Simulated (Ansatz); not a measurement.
# SrO (wurtzite): gap against strain (isotropic on every length)

SrO in the wurtzite structure (no longer in that coordination), relaxed with r2SCAN in Ansatz, then strained (isotropic on every length; changes of length per length, axes as in the cell below) with the atoms relaxed again within the symmetry that is left. It is hexagonal, P6_3/mmc (No. 194); conventional cell a = 4.270 Å, c = 5.144 Å, 20.31 Å³ an atom. Sr is surrounded by 5 O at 2.47–2.57 Å; O is surrounded by 5 Sr at 2.47–2.57 Å. The cell started from the wurtzite prototype, but the relaxation took it to the higher symmetry P6_3/mmc (No. 194), so the name no longer describes it. Note: simulated data, non-magnetic, for a generated structure that need not be the stable one.

```xyz
4
Lattice="4.2700 0.0000 0.0000 -2.1350 3.6980 0.0000 0.0000 0.0000 5.1444" Properties=species:S:1:pos:R:3 pbc="T T T"
Sr    0.0000    2.4653   -0.3215
Sr    2.1350    1.2327    2.2507
O     0.0000    2.4653    2.2507
O     2.1350    1.2327    4.8229
```

Gaps are the least over each mesh (PBE 12×12×6, r2SCAN 12×12×6, HSE06 6×6×4 when unstrained) and the special points, which keep their unstrained names; stress is the change from the unstrained cell, compression positive.

```
strain (%)  gap, PBE (eV)  gap, r2SCAN (eV)  gap, HSE06 (eV)  edges, HSE06  mean stress, r2SCAN (GPa)  energy rise, r2SCAN (meV/atom)
      -5.9          3.105             3.454            4.523             Γ                     +20.41                           183.5
     -0.77          2.731             3.105            4.088             Γ                      +1.84                             2.6
       0.0          2.658             3.032            4.004             Γ                       0.00                             0.0
      +4.0          2.290             2.666            3.577             Γ                      -6.88                            60.5
```

Between zero and the nearest strains the slope of the HSE06 gap against strain is -0.110 eV per percent for negative and -0.107 for positive strain.

The meshes of the hybrids are coarse, so their gaps aren't converged to the digits shown.
